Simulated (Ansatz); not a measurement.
## TiAl: symmetry broken, then relaxed

Method: DFT LDA, scalar-relativistic, plane waves, PAW (Ansatz). The runs took a 420 eV cutoff, a Γ-centred 12×12×8 mesh and Gaussian smearing (0.15 eV). No spin polarisation. Energies are free energies at this smearing, counted from the undisturbed cell; pressure is positive in compression.

Zero of the scan (relaxed at this level; it needn't be the usual structure):

```yaml
crystal:
  lattice:
    - [2.76503, 0.00000, 0.00000]
    - [0.00000, 2.76503, 0.00000]
    - [0.00000, 0.00000, 4.00403]
  atoms:
    - { symbol: Ti, position: [0.00000, 0.00000, 0.00000] }
    - { symbol: Al, position: [0.50000, 0.50000, 0.50000] }
```

The atoms are displaced (Å, in the unstrained cell):

| atom | ux | uy | uz |
| --- | --- | --- | --- |
| Ti1 | 0.033 | 0.034 | -0.024 |
| Al2 | -0.033 | -0.034 | 0.024 |

The cell is strained by (0.0538, 0.0135, -0.0561, 0.1145, -0.0754, 0.0428) (xx, yy, zz, yz, xz, xy; engineering shear). Cell and atoms are then relaxed.

Task: Does the relaxation return to the undisturbed structure?

Result: Yes (up to a choice of domain or origin): same space group and volume, and an energy -0.1 meV/atom from it. The disturbance itself cost 172.3 meV/atom. The final space group reads P4/mmm (tolerance 0.05 Å) and the volume changes by -0.02 %.

Final structure:

```yaml
crystal:
  lattice:
    - [2.76887, 0.00068, 0.00022]
    - [0.00065, 2.76885, -0.00036]
    - [-0.00030, 0.00048, 3.99205]
  atoms:
    - { symbol: Ti, position: [0.00000, 0.00000, 0.00000] }
    - { symbol: Al, position: [0.50000, 0.50000, 0.50000] }
```

The relaxation, step by step (energy from the first step; small jumps at an unchanged geometry come where the plane waves are selected anew for the new cell):

```
step  ΔE (meV/atom) largest force component (eV/Å) pressure (GPa)
   1            0.0                           0.436            2.46
   2         -138.2                           0.095            1.93
   3         -165.8                           0.037            2.33
   4         -170.1                           0.010           -0.05
   5         -170.5                           0.000           -0.03
   6         -172.3                           0.000            0.16
   7         -172.3                           0.000            0.00
   8         -172.3                           0.000            0.01
```

Frames along the relaxation (Å, eV/Å):

```xyz
2
Lattice="2.914 0.059 -0.104 0.059 2.802 0.158 -0.151 0.229 3.779" Properties=species:S:1:pos:R:3:forces:R:3 pbc="T T T" step=1
Ti    0.036    0.034   -0.022   -0.245   -0.436    0.390
Al    1.375    1.511    1.939    0.245    0.436   -0.390
2
Lattice="2.864 0.041 -0.027 0.042 2.792 0.055 -0.047 0.087 3.779" Properties=species:S:1:pos:R:3:forces:R:3 pbc="T T T" step=2
Ti    0.002    0.006   -0.006   -0.013   -0.081    0.095
Al    1.427    1.454    1.909    0.013    0.081   -0.095
2
Lattice="2.775 0.025 -0.004 0.024 2.789 0.000 -0.008 0.008 3.882" Properties=species:S:1:pos:R:3:forces:R:3 pbc="T T T" step=3
Ti   -0.003    0.000    0.000    0.037   -0.005   -0.001
Al    1.399    1.411    1.939   -0.037    0.005    0.001
2
Lattice="2.778 0.009 -0.002 0.008 2.784 -0.001 -0.005 0.003 3.953" Properties=species:S:1:pos:R:3:forces:R:3 pbc="T T T" step=4
Ti    0.001    0.001    0.000   -0.010   -0.010    0.004
Al    1.390    1.397    1.976    0.010    0.010   -0.004
2
Lattice="2.772 0.003 -0.001 0.003 2.771 0.002 -0.002 0.004 3.980" Properties=species:S:1:pos:R:3:forces:R:3 pbc="T T T" step=5
Ti    0.000    0.000    0.000    0.000    0.000    0.000
Al    1.386    1.389    1.990    0.000    0.000    0.000
2
Lattice="2.772 0.003 -0.001 0.003 2.771 0.002 -0.002 0.004 3.980" Properties=species:S:1:pos:R:3:forces:R:3 pbc="T T T" step=6
Ti    0.000    0.000    0.000    0.000    0.000    0.000
Al    1.386    1.389    1.990    0.000    0.000    0.000
2
Lattice="2.769 0.001 0.000 0.001 2.769 0.000 0.000 0.000 3.992" Properties=species:S:1:pos:R:3:forces:R:3 pbc="T T T" step=7
Ti    0.000    0.000    0.000    0.000    0.000    0.000
Al    1.385    1.385    1.996    0.000    0.000    0.000
2
Lattice="2.769 0.001 0.000 0.001 2.769 0.000 0.000 0.000 3.992" Properties=species:S:1:pos:R:3:forces:R:3 pbc="T T T" step=8
Ti    0.000    0.000    0.000    0.000    0.000    0.000
Al    1.385    1.385    1.996    0.000    0.000    0.000
```